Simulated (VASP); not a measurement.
Here is a VASP 6.6.1 calculation.

Contents of INCAR:

```
  PREC = Accurate
  ENCUT = 600
  EDIFF = 1E-6
  ISMEAR = 0
  SIGMA = 0.03
  LREAL = False
  LASPH = True
  NELM = 80
  ALGO = Normal
  ISIF = 3
  LWAVE = False
  LCHARG = False
  GGA = PS
  IBRION = 2
  NSW = 90
  EDIFFG = -0.01
  KPAR = 4
```

The input KPOINTS:

```
regular mesh
0
Gamma
  8 8 8
```

File POSCAR:

```
NaI
1.0
    0.0000000000      3.2364000000      3.2364000000
    3.2364000000      0.0000000000      3.2364000000
    3.2364000000      3.2364000000      0.0000000000
Na I
1 1
Direct
    0.0000000000      0.0000000000      0.0000000000
    0.5000000000      0.5000000000      0.5000000000
```

Potentials or basis: VASP PAW PBE potentials, release 64 (Na_pv, I).

The run is started by

```bash
$ cat potpaw_PBE.64/Na_pv/POTCAR potpaw_PBE.64/I/POTCAR > POTCAR
$ mpirun -np 4 vasp_std > vasp.out
```

(1) Estimate the space group after relaxing (to 0.05 Å).

(2) Estimate the band gap on the k mesh.

(3) Estimate the relaxed cell.

(4) Estimate the relaxed volume.

Answers

(1) Fm-3m (No. 225).

(2) 3.58 eV, direct.

(3) a = 4.533 Å, b = 4.533 Å, c = 4.533 Å, α = 60.00°, β = 60.00°, γ = 60.00°.

(4) 32.94 Å³/atom.

Caveat: the PAW data sets were made with another functional, which shifts forces and pressure a little; spin-orbit coupling is left out, which moves the levels of the heavy elements.
